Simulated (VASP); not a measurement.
# Zn (Fd-3m) in VASP: single point with PBEsol

Aim: the single point of Zn with PBEsol.

All numbers are computed with VASP 6.6.1; they aren't measurements. Logs are shortened: lines on timing, memory, paths and dates and some standing lists are left out, and cuts for length are marked.

## Step 1: Starting point

The structure is cubic, space group Fd-3m (No. 227). Conventional cell: a = 5.658 Å, b = 5.658 Å, c = 5.658 Å, α = 90.00°, β = 90.00°, γ = 90.00°. Around Zn (site symmetry -43m) lie 4 Zn at 2.45 Å.

The cell was built by a generator and needn't be a form met in nature.

## Step 2: Single point, PBEsol

File INCAR:

```
SYSTEM = Zn
PREC = Accurate ; ENCUT = 520
EDIFF = 1E-7 ; ISMEAR = -1
SIGMA = 0.13605693000000002 ; LREAL = .FALSE.
LASPH = .TRUE. ; NELM = 80
ALGO = Normal ; ISIF = 2
LWAVE = .FALSE. ; LCHARG = .TRUE.
GGA = PS ; LELF = .TRUE.
LVHAR = .TRUE. ; NBANDS = 19
```

File KPOINTS:

```
Automatic mesh
0
G
  8 8 8
  0 0 0
```

File POSCAR:

```
Zn
1.0
    0.0000000000      2.8290762675      2.8290762675
    2.8290762675      0.0000000000      2.8290762675
    2.8290762675      2.8290762675      0.0000000000
Zn
2
Direct
    0.0000000000      0.0000000000      0.0000000000
    0.2500000000      0.2500000000      0.2500000000
```

Potentials or basis: VASP PAW PBE potentials, release 64 (Zn).

Command:

```
$ cat potpaw_PBE.64/Zn/POTCAR > POTCAR
$ mpirun -np 1 vasp_std > vasp.out
```

OUTCAR:

```text
SYSTEM = Zn
   PREC = Accurate
   ENCUT = 520
   EDIFF = 1E-7
   ISMEAR = -1
   LREAL = .FALSE.
   LASPH = .TRUE.
   NELM = 80
   ISIF = 2
   GGA = PS

 ion  position               nearest neighbor table
   1  0.000  0.000  0.000-   2 2.45   2 2.45   2 2.45   2 2.45
   2  0.250  0.250  0.250-   1 2.45   1 2.45   1 2.45   1 2.45

  LATTYP: Found a face centered cubic cell.
 ALAT       =     5.6581525350

  Lattice vectors:

 A1 = (   0.0000000000,   2.8290762675,   2.8290762675)
 A2 = (   2.8290762675,   0.0000000000,   2.8290762675)
 A3 = (   2.8290762675,   2.8290762675,   0.0000000000)

Analysis of symmetry for initial positions (statically):
=====================================================================
 Subroutine PRICEL returns:
 Original cell was already a primitive cell.

 Routine SETGRP: Setting up the symmetry group for a
 face centered cubic supercell.

 Subroutine GETGRP returns: Found 48 space group operations
 (whereof 24 operations were pure point group operations)
 out of a pool of 48 trial point group operations.

The static configuration has the point symmetry T_d .
 The point group associated with its full space group is O_h .

Analysis of symmetry for dynamics (positions and initial velocities):
=====================================================================
 Subroutine PRICEL returns:
 Original cell was already a primitive cell.

 Routine SETGRP: Setting up the symmetry group for a
 face centered cubic supercell.

 Subroutine GETGRP returns: Found 48 space group operations
 (whereof 24 operations were pure point group operations)
 out of a pool of 48 trial point group operations.

The dynamic configuration has the point symmetry T_d .
 The point group associated with its full space group is O_h .

 Subroutine INISYM returns: Found 48 space group operations
 (whereof 24 operations are pure point group operations),
 and found     1 'primitive' translations

----------------------------------------------------------------------------------------

                                     Primitive cell

  volume of cell :      45.2860

  direct lattice vectors                    reciprocal lattice vectors
     0.000000000  2.829076268  2.829076268    -0.176736133  0.176736133  0.176736133
     2.829076268  0.000000000  2.829076268     0.176736133 -0.176736133  0.176736133
     2.829076268  2.829076268  0.000000000     0.176736133  0.176736133 -0.176736133
[... 81 lines left out ...]
   LASPH  =      T    aspherical Exc in radial PAW
   ENCUT  =  520.0 eV  38.22 Ry    6.18 a.u.   7.44  7.44  7.44*2*pi/ulx,y,z
   NELM   =     80;   NELMIN=  2; NELMDL= -5     # of ELM steps
   EDIFF  = 0.1E-06   stopping-criterion for ELM
   LREAL  =      F    real-space projection
   EDIFFG = 0.1E-05   stopping-criterion for IOM
   NSW    =      0    number of steps for IOM
   IBRION =     -1    ionic relax: 0-MD 1-quasi-New 2-CG
   NFREE  =      0    steps in history (QN), initial steepest desc. (CG)
   ISIF   =      2    stress and relaxation
   ISYM   =      2    0-nonsym 1-usesym 2-fastsym
   POTIM  = 0.5000    time-step for ionic-motion
   TEBEG  =    0.0;   TEEND  =   0.0 temperature during run
   PSTRESS=    0.0 pullay stress
   NELECT =      24.0000    total number of electrons
   NUPDOWN=      -1.0000    fix difference up-down
   EMIN   =  10.00;   EMAX   =-10.00  energy-range for DOS
   EFERMI =   0.00;   METHOD = LEGACY
   ISMEAR =    -1;   SIGMA  =   0.14  broadening in eV -4-tet -1-fermi 0-gaus
   EFERMI_NEDOS =   21; number of points for ismear=-14 and -15
   IALGO  =     38    algorithm
   IMIX   =      4    mixing-type and parameters
     AMIX     =   0.40;   BMIX     =  1.00
     AMIX_MAG =   1.60;   BMIX_MAG =  1.00
  volume/ion in A,a.u.               =      22.64       152.80
  Fermi-wavevector in a.u.,A,eV,Ry     =   1.324821  2.503549 23.880281  1.755151
  Thomas-Fermi vector in A             =   2.454328
   LORBIT       =      0    0 simple, 1 ext, 2 COOP (PROOUT), +10 PAW based schemes
   GGA     = PS    functional components
   LHFCALC =     F    Hartree Fock is set to
   AEXX    =    0.0000 exact exchange contribution
   IVDW    =     0    specifies the selected vdW correction
   LEPSILON=     F    determine dielectric tensor
   LRPA    =     F    only Hartree local field effects (RPA)
 non-spin polarized calculation
  energy-cutoff  :      520.00
  volume of cell :       45.29
 maximum number of plane-waves:      1243
 NGX is ok and might be reduce to    30
   NGX = 15   NGY = 15   NGZ = 15

 number of electron      24.0000014 magnetization

 Free energy of the ion-electron system (eV)
  ---------------------------------------------------
  ext. energy  EPLUGINS =         0.00000000
  ---------------------------------------------------
  free energy    TOTEN  =        -1.98792548 eV

  energy without entropy =       -1.93768737  energy(sigma->0) =       -1.96280643

 E-fermi :   0.4200     XC(G=0):  -9.5134

 val. band max:        0.3355152664   @ k =   0.3750   0.2500   0.0000
 cond. band min:       0.4212433199   @ k =  -0.3750   0.2500   0.0000
 fundamental gap:      0.0857280535
 Fermi energy:         0.4200221574

 k-point     1 :       0.0000    0.0000    0.0000
  band No.  band energies     occupation
      1      -7.5050      2.00000
      2      -7.2056      2.00000
      3      -7.2056      2.00000
      4      -7.2056      2.00000
      5      -7.1581      2.00000
      6      -7.1581      2.00000
[... 505 lines left out ...]
      6      -6.9050      2.00000
[... 11 lines left out ...]
     18      12.0571      0.00000
     19      12.1230      0.00000

 [... further k-points ...]

------------------------ aborting loop because EDIFF is reached ----------------------------------------

  FORCE on cell =-STRESS in cart. coord.  units (eV):
  Direction    XX          YY          ZZ          XY          YZ          ZX
  --------------------------------------------------------------------------------------
  -------------------------------------------------------------------------------------
  Total        0.0663041      0.0663041      0.0663041     -0.0000000      0.0000000     -0.0000000
  in kB        2.3457773      2.3457773      2.3457773     -0.0000000      0.0000000     -0.0000000
  external PRESSURE =       2.3457773 kB  Pullay stress =       0.0000000 kB

 VOLUME and BASIS-vectors are now :
 -----------------------------------------------------------------------------
  energy-cutoff  :      520.00
  volume of cell :       45.29
      direct lattice vectors                 reciprocal lattice vectors
     0.000000000  2.829076268  2.829076268    -0.176736133  0.176736133  0.176736133
     2.829076268  0.000000000  2.829076268     0.176736133 -0.176736133  0.176736133
     2.829076268  2.829076268  0.000000000     0.176736133  0.176736133 -0.176736133

 POSITION                                       TOTAL-FORCE (eV/Angst)
 -----------------------------------------------------------------------------------
      0.00000      0.00000      0.00000        -0.000000      0.000000     -0.000000
      1.41454      1.41454      1.41454         0.000000     -0.000000      0.000000
 -----------------------------------------------------------------------------------
    total drift:                                0.000000     -0.000000      0.000000

  FREE ENERGIE OF THE ION-ELECTRON SYSTEM (eV)
  ---------------------------------------------------
  free  energy   TOTEN  =        -1.9879254817 eV

  energy  without entropy=       -1.9376873738  energy(sigma->0) =       -1.96280643
```

stdout:

```text
POSCAR found type information on POSCAR Zn
 POSCAR found :  1 types and       2 ions
 scaLAPACK will be used
 -----------------------------------------------------------------------------
|                                                                             |
|                                                                             |
|     You enforced a specific xc type in the INCAR file but a different       |
|     I HOPE YOU KNOW WHAT YOU ARE DOING!                                     |
|                                                                             |
 -----------------------------------------------------------------------------

 LDA part: xc-table for (Slater+PW92), standard interpolation
 POSCAR, INCAR and KPOINTS ok, starting setup
 FFT: planning ... GRIDC
 FFT: planning ... GRID_SOFT
 FFT: planning ... GRID
 WAVECAR not read
 entering main loop
```

Wall time 45 s (1 thread of Intel Xeon Platinum 8175M at 2.50GHz (Skylake/Cascade Lake), shared host); peak memory 0.17 GiB.

What came out:

- Free energy: -1.9879 eV
- Pressure: 0.2 GPa
- Band gap on the k mesh: none (metal or under the smearing width)

Caveat: the PAW data sets were made with another functional, which shifts forces and pressure a little.
